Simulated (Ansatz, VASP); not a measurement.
# Tl: VASP beside Ansatz

```
CELL_PARAMETERS angstrom
3.50148 0.00000 0.00000
-1.75074 3.03237 0.00000
0.00000 0.00000 5.59771
ATOMIC_POSITIONS crystal
Tl 0.66667 0.33333 0.75000
Tl 0.33333 0.66667 0.25000
```

Change from the starting cell: volume scaled by 1.04.

Alike in both runs: task single point; functional PBE; k mesh 9 × 9 × 5; occupations fermi-dirac, width 0.05 eV; no spin polarisation.

|  | VASP | Ansatz |
| --- | --- | --- |
| version | VASP 6.6.1 | Ansatz 0.2.0 |
| potentials or method | VASP PAW PBE potentials, release 64 (Tl_d) | Ansatz PAW |
| plane-wave cutoff (eV) | 520 | 420 |
| valence electrons in the cell | 26 | 26 |

Ansatz gave:

```
gap on the k mesh at the Fermi level (eV)       : none
pressure (GPa)                                  : 1.9
largest component of the traceless stress (GPa) : 0.71
```

Question: Estimate VASP's values.

Answer: gap on the k mesh at the Fermi level (eV): none; pressure (GPa): 1.8; largest component of the traceless stress (GPa): 0.70.

A gap of «none» marks a metal or a gap that the smearing closes.

The runs have no spin-orbit coupling, so splittings on Tl are missing.
